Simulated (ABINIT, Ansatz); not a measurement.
Planning a run of ABINIT 10.8.3 on LiF (Griceite). The input:

```
acell 3*1.0 Angstrom
rprim 
  -0.000000000000 2.014000000000 2.014000000000
  2.014000000000 -0.000000000000 2.014000000000
  2.014000000000 2.014000000000 -0.000000000000
ntypat 2
znucl 3 9
natom 2
typat 1 2
xred 
  0.000000000000 0.000000000000 0.000000000000
  0.500000000000 0.500000000000 0.500000000000
pp_dirpath "pseudos"
pseudos "Li.upf, F.upf"
ecut 36
ngkpt 8 8 8
nshiftk 1
shiftk 0 0 0
kptopt 1
chksymbreak 0
istwfk *1
occopt 1
irdwfk 1
optdriver 3
nband 301
ecuteps 16
inclvkb 2
awtr 1
symchi 1
indata_prefix "in"
outdata_prefix "out"
tmpdata_prefix "tmp"
```

```sh
OMP_NUM_THREADS=1 mpirun -n 8 abinit run.abi > log
```

Estimate wall time and host memory on 8 MPI ranks of AMD EPYC 7B13 (Zen 3), shared host.

It took 6.6 min; on shared hardware allow 3.3 min to 13 min. Peak host memory was 4.4 GiB.

[Paths, hosts, dates, memory and timing lines, banners, echoed tables and standing remarks are left out of the program output.]

[Logs are printed without paths, hosts, clocks, repeated set-up lines and the standing remarks that a program may print on its own settings, such as how far it seeks lower states.]

[Runs of the session that timed out or met a known fault of the program may be left out.]

[Hosts, paths, dates, database ids (printed as entryN), source tags and the programs' standing remarks are cut or masked in the printed files.]

[G0W0 gaps are taken among the corrected bands and points alone; a level outside them can change the order at an edge.]

[Where Ansatz stands beside ABINIT at settings called matched, ABINIT's density can come from a denser mesh and the files from another edition; pairs whose starting gaps differed by over 0.03 eV were left out, so agreement reads better than it is.]
